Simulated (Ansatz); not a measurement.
# A series in volume per atom on Pb

Results calculated with Ansatz 0.2.0 development build, not measured. Equation of state of a cubic crystal from periodic Kohn-Sham density functional theory without spin; pressure corrected for the finite basis.

Cell of the first row (space group Im-3m, No. 229):
```
cell vectors (Å)
  -1.9591     1.9591     1.9591
   1.9591    -1.9591     1.9591
   1.9591     1.9591    -1.9591
atoms (fractions of the cell vectors)
Pb  0.00000  0.00000  0.00000
```

Settings of every row: formula Pb; structure type bcc; functional PBE; spin treatment none; k mesh 19x19x19; occupation method fermi-dirac; occupation width 0.061225619 eV; wave cutoff 700 eV; datasets hard PAW; density cutoff ratio 4.

Limits: a cubic model structure, not a phase known at ambient conditions; modest k-mesh, values are not fully converged in k; no spin-orbit coupling with 6p elements; the SCF threshold is loose for a stress in some rows.

| row | volume per atom (Å³) | energy above lowest point (meV/atom) | pressure (GPa) |
| --- | --- | --- | --- |
| 1 | 30.079 | 14.27 | 2.635 |
| 2 | 30.719 | 5.82 | 1.616 |
| 3 | 31.358 | 1.21 | 0.711 |
| 4 | 31.998 | 0 | -0.091 |
| 5 | 32.639 | 1.82 | -0.805 |
| 6 | 33.278 | ? | ? |
| 7 | 33.918 | 13.23 | -2.006 |

Question: what energy above lowest point and pressure should row 6 give?

Worked fit of energy above lowest point. Take u = (V_r/V)^(2/3) − 1 with V_r = 31.678 Å³ an atom, which is twice the finite (Eulerian) strain; such expansions in the strain, on which the Birch-Murnaghan equation of state is built, carry the rest volume and the bulk modulus. The shown rows have u = 0.03513, 0.02071, 0.00679, -0.00668, -0.01973, -0.04453. Least squares give energy above lowest point = 0.202 + 88.77 × u + 8735.5 × u² + 3870 × u³ meV/atom; a parabola predicts inner rows, each left out in turn, worse (root mean square 0.076 against 0.0039 meV/atom). All shown rows lie on it to the printed digit. Its lowest point lies at u = -0.0051, or V = 31.92 Å³ an atom, and the curvature there gives the bulk modulus at fixed shape and fractions, B = (4/9)(1 + u)² E″(u)/V = 38.3 GPa. The withheld row has u = -0.03232, so the fit gives 0.202 + 88.77 × (-0.03232) + 8735.5 × (-0.03232)² + 3870 × (-0.03232)³ = 6.33 meV/atom.

The calculation gave 6.32 meV/atom. The fit lies 0.01 meV/atom (0.07 % of the column's range) above it, one unit of the last digit.

Worked fit of pressure. Take u = (V_r/V)^(2/3) − 1 with V_r = 31.678 Å³ an atom, which is twice the finite (Eulerian) strain; such expansions in the strain, on which the Birch-Murnaghan equation of state is built, carry the rest volume and the bulk modulus. The shown rows have u = 0.03513, 0.02071, 0.00679, -0.00668, -0.01973, -0.04453. Least squares give pressure = 0.2986 + 59.553 × u + 188.01 × u² + 289 × u³ GPa; a parabola predicts inner rows, each left out in turn, worse (root mean square 0.0059 against 0.0013 GPa). The rows lie off it by 0.000, 0.001, -0.001, 0.000, 0.000, 0.000. The pressure vanishes at u = -0.0051, or V = 31.92 Å³ an atom, and there the bulk modulus at fixed shape and fractions is B = −V dP/dV = (2/3)(1 + u) dP/du = 38.2 GPa. The withheld row has u = -0.03232, so the fit gives 0.2986 + 59.553 × (-0.03232) + 188.01 × (-0.03232)² + 289 × (-0.03232)³ = -1.440 GPa.

The calculation gave -1.44 GPa. The fit meets it to the printed digit.
